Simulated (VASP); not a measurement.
Set up this calculation in VASP 6.6.1, as the native input.

| Item | Value |
| --- | --- |
| Task | single point |
| Functional | PBE |
| Potentials or basis | VASP PAW PBE potentials, release 64 (Pd) |
| Cutoff | 520 eV |
| k mesh | 6 × 6 × 2 |
| Occupations | gaussian, width 0.1 eV |
| Spin | collinear spin, typed start |
| Starting moments | [1.0, 1.0, 1.0, 1.0] μB |
| Dipole correction | no |
| Further INCAR settings | ALGO = Fast; EDIFF = 1e-06; NBANDS = 32 |

The structure of Pd lies in POSCAR:

```
Pd
1.0
    2.7625616691      0.0000000000      0.0000000000
   -1.3812808346      2.3924485850      0.0000000000
    0.0000000000      0.0000000000      9.1183940900
Pd
4
Direct
    0.0000000000      0.0000000000      0.0000000000
    0.3333333300      0.6666666700      0.2500000000
    0.0000000000      0.0000000000      0.5000000000
    0.6666666700      0.3333333300      0.7500000000
```

This isn't the form of Pd at room conditions, which is fcc.

The input as run:

INCAR

```
PREC     = Accurate       # precision mode
ENCUT    = 520            # plane-wave cutoff, eV
EDIFF    = 1E-6           # SCF threshold, eV
ISMEAR   = 0              # smearing method
SIGMA    = 0.1            # smearing width, eV
LREAL    = F              # projectors in reciprocal space
LASPH    = T              # aspherical terms in the spheres
NELM     = 150            # most SCF steps
ALGO     = Fast           # electronic algorithm
ISIF     = 2              # what is computed and relaxed
LWAVE    = F              # write WAVECAR
LCHARG   = F              # write CHGCAR
ISPIN    = 2              # spin polarisation
MAGMOM   = 1 1 1 1        # initial moments
LORBIT   = 11             # projections on sites
LMAXMIX  = 4              # l up to which the mixer works
GGA      = PE             # functional
NBANDS   = 32             # bands
```

KPOINTS

```
regular mesh
0
Gamma
  6 6 2
```

Potentials or basis: VASP PAW PBE potentials, release 64 (Pd).

Launch:

```sh
$ cat potpaw_PBE.64/Pd/POTCAR > POTCAR
$ mpirun -np 1 vasp_std > vasp.out
```

Results of the run:

```json
{
  "Pressure": "2.1 GPa",
  "Band gap on the k mesh": "none (metal or under the smearing width)",
  "Net moment": "0.01 μB per cell",
  "Valence electrons inside the program's atomic spheres": "Pd 9.39"
}
```

Caveat: the k mesh is coarse (spacing up to 0.44 Å⁻¹), so the values aren't converged.

Wall time 34 s on 1 thread of Intel(R) Xeon(R) 6975P-C (Granite Rapids), with other jobs on the host, peak memory 0.23 GiB.
